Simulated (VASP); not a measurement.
## Input and output of a VASP PBE single-point calculation on SiC (wurtzite)

INCAR

```
IBRION = -1
SIGMA = 0.02
LCHARG = .TRUE.
NBANDS = 16
ISIF = 2
LWAVE = .FALSE.
NELM = 120
LASPH = .TRUE.
ISMEAR = -1
PREC = Accurate
LELF = .TRUE.
EDIFF = 1E-7
LREAL = .FALSE.
GGA = PE
NSW = 0
ENCUT = 520
```

KPOINTS

```
KPOINTS created by Atomic Simulation Environment
0
Gamma
12 12 6
0 0 0
```

KPOINTS_OPT

```
special points
6
Reciprocal
0.0000000000 0.0000000000 0.0000000000 1
0.5000000000 0.0000000000 0.0000000000 1
0.3333333333 0.3333333333 0.0000000000 1
0.0000000000 0.0000000000 0.5000000000 1
0.5000000000 0.0000000000 0.5000000000 1
0.3333333333 0.3333333333 0.5000000000 1
```

POSCAR

```
Si C
 1.0000000000000000
     3.0753562450928453    0.0000000000287138   -0.0000000000000000
    -1.5376781225712892    2.6633366339231692    0.0000000000000000
    -0.0000000000000000    0.0000000000000000    5.0481081013589391
 Si  C
   2   2
Cartesian
 -0.0000000000165778  1.7755577559583506 -0.0020616743711291
  1.5376781225381340  0.8877788779935323  2.5219923763083409
 -0.0000000000165778  1.7755577559583506  1.8951022123807313
  1.5376781225381340  0.8877788779935323  4.4191562630602013
```

VASP ran with the recommended PBE PAW datasets (16 valence electrons in the cell).

Command

```
mpirun -np 1 vasp_std
```

OSZICAR

```
N       E                     dE             d eps       ncg     rms          rms(c)
DAV:   1     0.261370631709E+02    0.26137E+02   -0.72037E+03  2432   0.896E+02
DAV:   2    -0.312730374057E+02   -0.57410E+02   -0.52368E+02  3512   0.158E+02
DAV:   3    -0.338126347716E+02   -0.25396E+01   -0.25286E+01  3200   0.305E+01
DAV:   4    -0.338312986993E+02   -0.18664E-01   -0.18661E-01  2992   0.321E+00
DAV:   5    -0.338314843298E+02   -0.18563E-03   -0.18563E-03  3168   0.302E-01    0.125E+01
DAV:   6    -0.301910299838E+02    0.36405E+01   -0.65249E+00  3064   0.157E+01    0.563E+00
DAV:   7    -0.301210527694E+02    0.69977E-01   -0.11265E+00  3448   0.617E+00    0.249E+00
DAV:   8    -0.301043671667E+02    0.16686E-01   -0.47662E-02  2768   0.139E+00    0.629E-01
DAV:   9    -0.301027653771E+02    0.16018E-02   -0.76106E-03  3136   0.591E-01    0.123E-01
DAV:  10    -0.301030783794E+02   -0.31300E-03   -0.10220E-03  2968   0.185E-01    0.573E-02
DAV:  11    -0.301031047612E+02   -0.26382E-04   -0.95556E-05  2856   0.695E-02    0.136E-02
DAV:  12    -0.301031058406E+02   -0.10794E-05   -0.66265E-06  3088   0.163E-02    0.404E-03
DAV:  13    -0.301031063764E+02   -0.53583E-06   -0.48612E-07  3080   0.456E-03    0.252E-03
DAV:  14    -0.301031063825E+02   -0.61004E-08   -0.29060E-08  1832   0.115E-03
   1 F= -.30103106E+02 E0= -.30103106E+02  d E =-.294196E-11
       N       E                     dE             ncg
DAV:   1     0.224267303185E+04   -0.22675E+04      192
DAV:   2     0.193546967551E+04   -0.30720E+03      280
DAV:   3     0.192296002500E+04   -0.12510E+02      248
DAV:   4     0.192287387620E+04   -0.86149E-01      240
DAV:   5     0.192287286555E+04   -0.10106E-02      248
DAV:   6     0.192287284797E+04   -0.17581E-04      240
DAV:   7     0.192287284756E+04   -0.40711E-06      248
DAV:   8     0.192287284755E+04   -0.12088E-07      184
```

From OUTCAR

```
k-points           NKPTS =     76   k-points in BZ     NKDIM =     76   number of bands    NBANDS=     16

   NELECT =      16.0000    total number of electrons

   dimension x,y,z NGX =    24 NGY =   24 NGZ =   40
   dimension x,y,z NGXF=    48 NGYF=   48 NGZF=   80

  energy-cutoff  :      520.00
  volume of cell :       41.35
      direct lattice vectors                 reciprocal lattice vectors
     3.075356245  0.000000000  0.000000000     0.325165581  0.187734436  0.000000000
    -1.537678123  2.663336634  0.000000000    -0.000000000  0.375468871  0.000000000
     0.000000000  0.000000000  5.048108101     0.000000000  0.000000000  0.198094015

 k-points in reciprocal lattice and weights: KPOINTS created by Atomic Simulation Env
   0.00000000  0.00000000  0.00000000       0.001
   0.08333333  0.00000000  0.00000000       0.007
   0.16666667  0.00000000  0.00000000       0.007
   0.25000000  0.00000000  0.00000000       0.007
   0.33333333  0.00000000  0.00000000       0.007
   0.41666667  0.00000000  0.00000000       0.007
   0.50000000  0.00000000  0.00000000       0.003
   0.08333333  0.08333333  0.00000000       0.007
   ...

 E-fermi :   8.6737

 k-point     1 :       0.0000    0.0000    0.0000
  band No.  band energies     occupation
      1      -7.3083      2.00000
      2      -3.7417      2.00000
      3      -0.4360      2.00000
      4       6.9484      2.00000
      5       6.9484      2.00000
      6       8.1517      2.00000
      7       8.2644      2.00000
      8       8.2644      2.00000
      9      13.0745      0.00000
     10      14.4749      0.00000
     11      14.9339      0.00000
     12      14.9339      0.00000
     13      16.0130      0.00000
     14      17.2235      0.00000
     15      17.2235      0.00000
     16      19.6043      0.00000

 k-point     2 :       0.0833    0.0000    0.0000
  band No.  band energies     occupation
      1      -7.1877      2.00000
      2      -3.6388      2.00000
      3      -0.3248      2.00000
      4       6.2643      2.00000
      5       6.7374      2.00000
      6       7.8022      2.00000
      7       8.0744      2.00000
      8       8.1979      2.00000
      9      13.4821      0.00000
     10      14.4646      0.00000
     11      14.9522      0.00000
     12      15.1846      0.00000
     13      16.1927      0.00000
     14      16.9580      0.00000
     15      17.5260      0.00000
     16      18.6699      0.00000

 k-point     3 :       0.1667    0.0000    0.0000
  band No.  band energies     occupation
      1      -6.8291      2.00000
      2      -3.3389      2.00000
      3      -0.0004      2.00000
      4       4.7758      2.00000
      5       6.2603      2.00000
      6       6.6880      2.00000
      7       7.7917      2.00000
      8       7.9774      2.00000
      9      13.1432      0.00000
     10      15.0301      0.00000
     11      15.3767      0.00000
     12      15.5770      0.00000
     13      15.7201      0.00000
     14      17.3552      0.00000
     15      17.8276      0.00000
     16      18.1800      0.00000

 k-point     4 :       0.2500    0.0000    0.0000
  band No.  band energies     occupation
      1      -6.2437      2.00000
      2      -2.8794      2.00000
      3       0.4903      2.00000
      4       3.1529      2.00000
      5       5.3032      2.00000
      6       5.7425      2.00000
      7       7.2477      2.00000
      8       7.6592      2.00000
      9      12.3190      0.00000
     10      14.1089      0.00000
     11      15.5142      0.00000
     12      15.9201      0.00000
     13      16.3457      0.00000
     14      17.5563      0.00000
     15      18.3302      0.00000
     16      19.0774      0.00000

 k-point     5 :       0.3333    0.0000    0.0000
  band No.  band energies     occupation
      1      -5.4594      2.00000
      2      -2.3826      2.00000
      3       0.8245      2.00000
      4       2.0456      2.00000
      5       3.8943      2.00000
      6       5.3144      2.00000
      7       6.4294      2.00000
      8       7.3541      2.00000
      9      11.6369      0.00000
     10      13.1667      0.00000
     11      15.4630      0.00000
     12      15.7122      0.00000
     13      16.7809      0.00000
     14      18.1092      0.00000
     15      19.1879      0.00000
     16      20.3277      0.00000

 k-point     6 :       0.4167    0.0000    0.0000
  band No.  band energies     occupation
      1      -4.5613      2.00000
      2      -2.2395      2.00000
      3       0.4598      2.00000
      4       2.3278      2.00000
      5       2.7014      2.00000
      6       5.0389      2.00000
      7       5.4996      2.00000
      8       7.1434      2.00000
      9      11.1960      0.00000
     10      12.6474      0.00000
     11      15.2390      0.00000
     12      15.4837      0.00000
     13      17.5239      0.00000
     14      18.3762      0.00000
     15      19.3111      0.00000
     16      20.5486      0.00000

 k-point     7 :       0.5000    0.0000    0.0000
  band No.  band energies     occupation
      1      -3.9845      2.00000
      2      -2.5206      2.00000
      3       0.4975      2.00000
      4       1.9724      2.00000
      5       2.8328      2.00000
      6       4.9443      2.00000
      7       4.9775      2.00000
      8       7.0689      2.00000
      9      11.0431      0.00000
     10      12.4884      0.00000
     11      15.1473      0.00000
     12      15.3961      0.00000
     13      18.3179      0.00000
     14      18.4605      0.00000
     15      18.5912      0.00000
     16      20.7830      0.00000

 k-point     8 :       0.0833    0.0833    0.0000
  band No.  band energies     occupation
      1      -6.9481      2.00000
      2      -3.4372      2.00000
      3      -0.1067      2.00000
      4       5.3104      2.00000
      5       6.1718      2.00000
      6       7.2053      2.00000
      7       7.8971      2.00000
      8       7.9482      2.00000
      9      13.9225      0.00000
     10      14.1497      0.00000
     11      15.1277      0.00000
     12      15.6585      0.00000
     13      16.3511      0.00000
     14      16.6552      0.00000
     15      17.8550      0.00000
     16      18.5353      0.00000

 k-point     9 :       0.1667    0.0833    0.0000
  band No.  band energies     occupation
      1      -6.4756      2.00000
      2      -3.0552      2.00000
      3       0.3064      2.00000
      4       3.8967      2.00000
      5       5.3198      2.00000
      6       6.2307      2.00000
      7       7.5038      2.00000
      8       7.5525      2.00000
      9      13.2661      0.00000
     10      14.4969      0.00000
     11      15.3326      0.00000
     12      15.4607      0.00000
     13      16.2060      0.00000
     14      17.3282      0.00000
     15      17.8694      0.00000
     16      18.8921      0.00000

 k-point    10 :       0.2500    0.0833    0.0000
  band No.  band energies     occupation
      1      -5.7881      2.00000
      2      -2.5621      2.00000
      3       0.7975      2.00000
      4       2.5055      2.00000
      5       4.3673      2.00000
      6       5.2481      2.00000
      7       6.8441      2.00000
      8       7.1522      2.00000
      9      12.5392      0.00000
     10      13.4952      0.00000
     11      15.6045      0.00000
     12      15.8587      0.00000
     13      16.3918      0.00000
     14      17.9353      0.00000
     15      18.3257      0.00000
     16      19.8174      0.00000

 k-point    11 :       0.3333    0.0833    0.0000
  band No.  band energies     occupation
      1      -4.9320      2.00000
      2      -2.1904      2.00000
      3       0.7100      2.00000
      4       2.1662      2.00000
      5       3.2280      2.00000
      6       4.6711      2.00000
      7       5.9618      2.00000
      8       6.8415      2.00000
      9      12.0404      0.00000
     10      12.6668      0.00000
     11      15.4571      0.00000
     12      15.8419      0.00000
     13      17.2130      0.00000
     14      18.3821      0.00000
     15      19.1032      0.00000
     16      20.0887      0.00000

 k-point    12 :       0.4167    0.0833    0.0000
  band No.  band energies     occupation
      1      -4.0857      2.00000
      2      -2.3771      2.00000
      3       0.5449      2.00000
      4       2.1872      2.00000
      5       2.7854      2.00000
      6       4.4471      2.00000
      7       5.1313      2.00000
      8       6.6745      2.00000
      9      11.7948      0.00000
     10      12.2523      0.00000
     11      15.2806      0.00000
     12      15.8884      0.00000
     13      18.0845      0.00000
     14      18.3866      0.00000
     15      18.9690      0.00000
     16      20.6045      0.00000

 ...

  Total        0.9067971      0.9067971      0.8612227     -0.0000000     -0.0000000      0.0000000
  in kB       35.1374777     35.1374777     33.3715153     -0.0000000     -0.0000000      0.0000000
  external PRESSURE =      34.5488236 kB  Pullay stress =       0.0000000 kB

 POSITION                                       TOTAL-FORCE (eV/Angst)
 -----------------------------------------------------------------------------------
     -0.00000      1.77556      5.04605         0.000000     -0.000000      0.003133
      1.53768      0.88778      2.52199        -0.000000      0.000000      0.003133
     -0.00000      1.77556      1.89510        -0.000000      0.000000     -0.003133
      1.53768      0.88778      4.41916        -0.000000      0.000000     -0.003133
 -----------------------------------------------------------------------------------
    total drift:                               -0.000000     -0.000000     -0.000127

  FREE ENERGIE OF THE ION-ELECTRON SYSTEM (eV)
  ---------------------------------------------------
  free  energy   TOTEN  =       -30.1031063825 eV

  energy  without entropy=      -30.1031063825  energy(sigma->0) =      -30.10310638
```

The gap between bands v and c is 2.27 eV and the least direct gap is 3.97 eV. The pressure is 3.5 GPa.

Band v is the last that the valence electrons fill when counted band by band, and c is the next.

The run took about 16 s on one core of a shared host (Intel Xeon 6975P-C) and held 0.2 GiB at most.
